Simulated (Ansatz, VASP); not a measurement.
# BAs: VASP beside Ansatz

```xyz
2
Lattice="2.9252 0.0000 0.0000 0.0000 2.9252 0.0000 0.0000 0.0000 2.9252" Properties=species:S:1:pos:R:3 pbc="T T T"
B     0.0000    0.0000    0.0000
As    1.4626    1.4626    1.4626
```

Alike in both runs: task single point; functional r2SCAN; k mesh 6 × 6 × 6; occupations fermi-dirac, width 0.02 eV; collinear spin.

|  | VASP | Ansatz |
| --- | --- | --- |
| version | VASP 6.6.1 | Ansatz 0.2.0 |
| potentials or method | VASP PAW PBE potentials, release 64 (B, As) | plane waves |
| plane-wave cutoff (eV) | 520 | 500 |
| valence electrons in the cell | 8 | 18 |

|  | VASP | Ansatz | Ansatz less VASP |
| --- | --- | --- | --- |
| gap on the k mesh at the Fermi level (eV) | none | none | - |
| pressure (GPa) | 2.0 | 2.0 | -0.04 |
| net moment per atom (μB) | 0.00 | 0.00 | 0.000 |

A gap of «none» marks a metal or a gap that the smearing closes. The two sets of potentials don't hold the same shells in valence. Ansatz warned: «moment_headroom_below_auto».

Caveats: the PAW data sets were made with another functional, which shifts forces and pressure a little (VASP).
